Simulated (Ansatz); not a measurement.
# BeS (F-43m) in Ansatz: further runs

Runs on BeS. Level: LDA. Tasks: single point, equation of state.

All numbers are computed with Ansatz 0.2.0; they aren't measurements. Logs are shortened: lines on timing, memory, paths and dates and some standing lists are left out, and cuts for length are marked.

**1. The structure**

It takes space group F-43m (No. 216, cubic). Conventional cell: a = 4.850 Å, b = 4.850 Å, c = 4.850 Å, α = 90.00°, β = 90.00°, γ = 90.00°. Around S (site symmetry -43m) lie 4 Be at 2.10 Å. Be (site symmetry -43m) has 4 S at 2.10 Å as nearest neighbours.

**2. Single point, LDA, 13.40 Å³/atom (volume scaled by 0.94)**

input.yaml reads:

```yaml
crystal:
  lattice:
    - [0.0, 2.3754963136, 2.3754963136]
    - [2.3754963136, 0.0, 2.3754963136]
    - [2.3754963136, 2.3754963136, 0.0]
  atoms:
    - { symbol: S, position: [0.75, 0.75, 0.75] }
    - { symbol: Be, position: [0.0, 0.0, 0.0] }
kpoints:
  mp_grid: { grid: [9, 9, 9] }
scf:
  occupations: { method: fermi_dirac, width: 0.05 }
hamiltonian:
  xc: lda
  pseudopotentials: { kind: all_electron, lapw: { basis_error: 0.001 } }
output:
  forces: true
  stress: true
  eigenvalues: true
```

Potentials or basis: all-electron LAPW, scalar-relativistic.

On the command line:

```sh
ansatz run input.yaml --threads 1 --pin off --max-ram 3072MiB --backend cpu --events-out ev --progress --plain --runs-dir out
```

Output:

```text
Warning: RAYON_NUM_THREADS=1 ignored (pool sized by the plan → 1); use --threads N
LAPW: plane waves up to 7.882 Å⁻¹, error target 1.0e-3 eV per atom; small_component_spin mean_spin; Be in spheres of 0.937 Å, 4 of its electrons in bands, Dirac shells []; S in spheres of 1.120 Å, 14 of its electrons in bands, Dirac shells [] (how accurate: hamiltonian.pseudopotentials.lapw.basis_error, Limitations)
Engine: ansatz 0.2.0, aarch64-unknown-linux-gnu
Pseudopotentials: kind: all_electron
Pseudopotential: S, LAPW, valence charge 14, lapw/all_electron/scalar/gaussian/S, Koelling and Harmon's equation, gaussian nucleus
Pseudopotential: Be, LAPW, valence charge 4, lapw/all_electron/scalar/gaussian/Be, Koelling and Harmon's equation, gaussian nucleus
Functional definition: SPW92
  exchange = slater_x
  correlation = pw_c
Crystal: 2 atoms, lattice volume = 26.810 Å³
Basis set: ecut = 236.68346794193238 eV, 229 PW (Γ), exchange–correlation at level 2
Bands: 13, of which v1, the nominal top of the filled ones, is band 9 counted from 1 (8 counted from 0)
Symmetry: 24 space group operations
Space group: F-43m (ITA 216), of the structure as read, at distance tolerance 3.0e-5 Å
k-points: 35 of 729 (time reversal used)
Non-local potential: S, projectors of the file, none
Non-local potential: Be, projectors of the file, none
Initial density: superposition of atomic densities (chi_scale 0.1, normalization cell, long waves kept (reshape's long-wave potential 0.00 eV rms))
Initial wavefunctions: plane waves of lowest kinetic energy (no species holds an atomic orbital)
Functional: x = slater, c = lda
iter 1 solved again at ethr=3.63e-3 eV; its pass at ethr=1.00e-1 eV (dr2=6.54e-1 eV) is discarded
SCF iter   1: F=—  HF=-11230.135280 eV  |F-HF|=—  |Δ(HF+E_count)|=         —  Δρ=4.69e-2  dr2=6.55e-1  ethr=3.63e-3  ⟨swp⟩=2.0  Hψ=3424  notcnv=0
preconditioner: auto → none  [insulator: Δε(μ)=3.328 eV  Ē_g=13.183 eV  σ=0.050 eV  W_gap=1.00  n_scr=8 (ndim 8)  ℏωp=20.3 eV  f_vac=0.000  D(μ)=0.00/eV (n_scr^D=0)  ε∞_Penn≈3.4]
SCF iter   2: F=—  HF=-11229.913343 eV  |F-HF|=—  |Δ(HF+E_count)|=   2.22e-1  Δρ=1.78e-2  dr2=8.56e-2  ethr=3.63e-3  ⟨swp⟩=2.0  Hψ=1341  notcnv=0
iter 3 solved again at ethr=1.90e-5 eV; its pass at ethr=4.76e-4 eV (dr2=3.42e-3 eV) is discarded
SCF iter   3: F=—  HF=-11229.885396 eV  |F-HF|=—  |Δ(HF+E_count)|=   2.79e-2  Δρ=3.07e-3  dr2=3.42e-3  ethr=1.90e-5  ⟨swp⟩=2.0  Hψ=2293  notcnv=0
SCF iter   4: F=—  HF=-11229.884379 eV  |F-HF|=—  |Δ(HF+E_count)|=   1.02e-3  Δρ=7.04e-4  dr2=1.05e-4  ethr=1.90e-5  ⟨swp⟩=2.0  Hψ=1208  notcnv=0
SCF iter   5: F=—  HF=-11229.884375 eV  |F-HF|=—  |Δ(HF+E_count)|=   3.55e-6  Δρ=3.83e-5  dr2=2.34e-7  ethr=5.82e-7  ⟨swp⟩=2.0  Hψ=1204  notcnv=0
SCF iter   6: F=-11229.884375 eV  HF=-11229.884375 eV  |F-HF|=4.86e-10  |Δ(HF+E_count)|=   2.54e-8  Δρ=4.17e-6  dr2=2.81e-9  ethr=1.30e-9  ⟨swp⟩=2.9  Hψ=1278  notcnv=0
SCF 1 converged in 6 iterations: F = -11229.884375 eV  dr2 = 2.81e-9
SCF converged after 6 iterations
Free energy (F): -11229.884375 eV
Harris-Foulkes:  -11229.884375 eV  (|F-HF|=4.86e-10)
Internal energy: -11229.884375 eV  (E = F + TS)
E sigma→0 (E₀):  -11229.884375 eV
Fermi energy:    8.099719 eV
--- Per-component energies (eV) ---
  E_band       = -1418.039424
  E_kinetic    = 11265.533648
  E_xc         = -740.105631
  E_electrostatic = -21755.312392  (all electrons and nuclei)
  E_smearing   = -0.000000  (= −TS)
  E_closure    = 0.000000  (closes the sum)
  E_atoms      = -11218.736912  (free atoms, spherical and without spin; not in F)
  Σ components = -11229.884375   (vs F -11229.884375, Δ=0.00e0)
  Basis errors (estimates in eV, not in F): energy 6.0e-4 per atom: plane waves 5.8e-4 (3.5e-4 summed), levels above the bands 5.5e-81, relativity 2.1e-9, radial functions 2.6e-5, core shells 1.2e-13; eigenvalues (radial functions only) 3.3e-6; not estimated: angular momenta, meshes, grids; target (lapw.basis_error) 1.0e-3; muffin-tin radii Be 0.937 Å, S 1.120 Å
--- Forces (eV/Å), atoms counted from 1 ---
  atom   1  S      0.00000000    -0.00000000    -0.00000000
  atom   2  Be    -0.00000000    -0.00000000     0.00000000
  max |Σ_I F_I| component: 2.08e-17 eV/Å
--- Stress (GPa, compression-positive) ---
        3.033453      -0.000000      -0.000000
       -0.000000       3.033453       0.000000
       -0.000000       0.000000       3.033453
  P = ⅓ Tr σ = 3.0335 GPa (30.335 kbar)
--- Band table (eV; the first three rows and the last of 35) ---
  k-point 0: bands = ["-196.6236", "-142.3044", "-142.3044", "-142.3044", "-90.6467", "-7.4159", "6.6812", "6.6812", "6.6812", "12.1652", "12.1652", "12.1652", "12.8731"]
  k-point 1: bands = ["-196.6236", "-142.3044", "-142.3044", "-142.3044", "-90.6466", "-7.2629", "5.6168", "6.4994", "6.4994", "12.2215", "12.4806", "12.4806", "13.8976"]
  k-point 2: bands = ["-196.6236", "-142.3044", "-142.3044", "-142.3044", "-90.6466", "-6.8292", "3.6290", "6.1159", "6.1159", "12.2486", "13.0341", "13.0341", "15.7924"]
  k-point 34: bands = ["-196.6236", "-142.3044", "-142.3044", "-142.3044", "-90.6465", "-5.0001", "1.9276", "2.5721", "3.3319", "12.8157", "14.0638", "15.1671", "16.7525"]
```

Run time: 7 s. Hardware: 1 thread of Arm Neoverse N1, shared host; peak memory 0.21 GiB.

Results:

* Free energy: -11229.8844 eV
* Pressure: 3.0 GPa
* Band gap on the k mesh: 2.86 eV, indirect (least direct gap 5.48 eV)

Caveat: an odd mesh through Γ misses points on the zone boundary, where band edges often lie.

**3. Single point, LDA, 13.69 Å³/atom (volume scaled by 0.96)**

input.yaml, as its differences from that of step 2:

```diff
@@ -2,5 +2,5 @@
   lattice:
-    - [0.0, 2.3754963136, 2.3754963136]
-    - [2.3754963136, 0.0, 2.3754963136]
-    - [2.3754963136, 2.3754963136, 0.0]
+    - [0.0, 2.3922257121, 2.3922257121]
+    - [2.3922257121, 0.0, 2.3922257121]
+    - [2.3922257121, 2.3922257121, 0.0]
   atoms:
```

Potentials or basis: all-electron LAPW, scalar-relativistic.

On the command line:

```sh
ansatz run input.yaml --threads 1 --pin off --max-ram 3072MiB --backend cpu --events-out ev --progress --plain --runs-dir out
```

Wall time 6.9 s (1 thread of Arm Neoverse N1, shared host); peak memory 0.21 GiB.

Results (log left out):

* Free energy: -11229.8910 eV
* Pressure: 0.7 GPa
* Band gap on the k mesh: 2.91 eV, indirect (least direct gap 5.50 eV)

Caveat: an odd mesh through Γ misses points on the zone boundary, where band edges often lie.

**4. Single point, LDA, 13.98 Å³/atom (volume scaled by 0.98)**

input.yaml, as its differences from that of step 3:

```diff
@@ -2,5 +2,5 @@
   lattice:
-    - [0.0, 2.3922257121, 2.3922257121]
-    - [2.3922257121, 0.0, 2.3922257121]
-    - [2.3922257121, 2.3922257121, 0.0]
+    - [0.0, 2.4087243418, 2.4087243418]
+    - [2.4087243418, 0.0, 2.4087243418]
+    - [2.4087243418, 2.4087243418, 0.0]
   atoms:
```

On the command line:

```sh
ansatz run input.yaml --threads 1 --pin off --max-ram 3072MiB --backend cpu --events-out ev --progress --plain --runs-dir out
```

Wall time 6.8 s (1 thread of Arm Neoverse N1, shared host); peak memory 0.21 GiB.

It converged, with:

```
Free energy            : -11229.8898 eV
Pressure               : -1.3 GPa
Band gap on the k mesh : 2.95 eV, indirect (least direct gap 5.51 eV)
```

Caveat: an odd mesh through Γ misses points on the zone boundary, where band edges often lie.

**5. Single point, LDA, 14.26 Å³/atom**

input.yaml, as its differences from that of step 4:

```diff
@@ -2,5 +2,5 @@
   lattice:
-    - [0.0, 2.4087243418, 2.4087243418]
-    - [2.4087243418, 0.0, 2.4087243418]
-    - [2.4087243418, 2.4087243418, 0.0]
+    - [0.0, 2.425, 2.425]
+    - [2.425, 0.0, 2.425]
+    - [2.425, 2.425, 0.0]
   atoms:
```

On the command line:

```sh
ansatz run input.yaml --threads 1 --pin off --max-ram 3072MiB --backend cpu --events-out ev --progress --plain --runs-dir out
```

Run time: 6.9 s. Hardware: 1 thread of Arm Neoverse N1, shared host; peak memory 0.21 GiB.

Results (log left out):

| Property | Result |
| --- | --- |
| Free energy | -11229.8816 eV |
| Pressure | -3.2 GPa |
| Band gap on the k mesh | 3.00 eV, indirect (least direct gap 5.52 eV) |

Caveat: an odd mesh through Γ misses points on the zone boundary, where band edges often lie.

**6. Single point, LDA, 14.55 Å³/atom (volume scaled by 1.02)**

input.yaml, as its differences from that of step 5:

```diff
@@ -2,5 +2,5 @@
   lattice:
-    - [0.0, 2.425, 2.425]
-    - [2.425, 0.0, 2.425]
-    - [2.425, 2.425, 0.0]
+    - [0.0, 2.4410600707, 2.4410600707]
+    - [2.4410600707, 0.0, 2.4410600707]
+    - [2.4410600707, 2.4410600707, 0.0]
   atoms:
```

Potentials or basis: all-electron LAPW, scalar-relativistic.

On the command line:

```sh
ansatz run input.yaml --threads 1 --pin off --max-ram 3072MiB --backend cpu --events-out ev --progress --plain --runs-dir out
```

It took 6.9 s on 1 thread of Arm Neoverse N1, shared host; peak memory 0.21 GiB.

It converged, with:

```
Free energy            : -11229.8670 eV
Pressure               : -4.9 GPa
Band gap on the k mesh : 3.03 eV, indirect (least direct gap 5.49 eV)
```

Caveat: an odd mesh through Γ misses points on the zone boundary, where band edges often lie.

**7. Single point, LDA, 14.83 Å³/atom (volume scaled by 1.04)**

input.yaml, as its differences from that of step 6:

```diff
@@ -2,5 +2,5 @@
   lattice:
-    - [0.0, 2.4410600707, 2.4410600707]
-    - [2.4410600707, 0.0, 2.4410600707]
-    - [2.4410600707, 2.4410600707, 0.0]
+    - [0.0, 2.4569115543, 2.4569115543]
+    - [2.4569115543, 0.0, 2.4569115543]
+    - [2.4569115543, 2.4569115543, 0.0]
   atoms:
```

On the command line:

```sh
ansatz run input.yaml --threads 1 --pin off --max-ram 3072MiB --backend cpu --events-out ev --progress --plain --runs-dir out
```

Run time: 6.8 s. Hardware: 1 thread of Arm Neoverse N1, shared host; peak memory 0.21 GiB.

The run converged. Its results:

```yaml
Free_energy: -11229.8466 eV
Pressure: -6.5 GPa
Band_gap_on_the_k_mesh: 3.07 eV, indirect (least direct gap 5.33 eV)
```

Caveat: an odd mesh through Γ misses points on the zone boundary, where band edges often lie.

**8. Single point, LDA, 15.12 Å³/atom (volume scaled by 1.06)**

input.yaml, as its differences from that of step 7:

```diff
@@ -2,5 +2,5 @@
   lattice:
-    - [0.0, 2.4569115543, 2.4569115543]
-    - [2.4569115543, 0.0, 2.4569115543]
-    - [2.4569115543, 2.4569115543, 0.0]
+    - [0.0, 2.4725610944, 2.4725610944]
+    - [2.4725610944, 0.0, 2.4725610944]
+    - [2.4725610944, 2.4725610944, 0.0]
   atoms:
```

On the command line:

```sh
ansatz run input.yaml --threads 1 --pin off --max-ram 3072MiB --backend cpu --events-out ev --progress --plain --runs-dir out
```

Wall time 6.8 s (1 thread of Arm Neoverse N1, shared host); peak memory 0.21 GiB.

It converged, with:

```yaml
Free_energy: -11229.8210 eV
Pressure: -7.9 GPa
Band_gap_on_the_k_mesh: 3.11 eV, indirect (least direct gap 5.18 eV)
```

Caveat: an odd mesh through Γ misses points on the zone boundary, where band edges often lie.

**9. Equation of state, LDA**

Potentials or basis: all-electron LAPW, scalar-relativistic.

No new run: the results of the series are fitted here.

What came out:

```
Equilibrium volume                      : 13.79 Å³/atom
Bulk modulus                            : 102 GPa
Pressure derivative of the bulk modulus : 3.8
```

Energy against volume, from the lowest point:
```csv
volume (Å³/atom),energy (meV/atom)
13.405,3.31
13.690,0.00
13.975,0.58
14.261,4.68
14.546,11.99
14.831,22.19
15.116,35.01
```

LDA usually gives volumes a few per cent too small. Zero-point motion and thermal expansion aren't in these numbers.

**10. The reference run**

An earlier run on the cell as given: functional PBEsol; potentials or basis all-electron LAPW, scalar-relativistic; cutoff 225 eV (chosen from the basis error); basis error allowed 0.001 eV/atom; k mesh 9 × 9 × 9; occupations fermi-dirac, width 0.05 eV; no spin polarisation.

- Pressure: -0.8 GPa
- Band gap on the k mesh: 3.02 eV, indirect (least direct gap 5.59 eV)
- Loewdin charges: S -1.07; Be +1.39 e
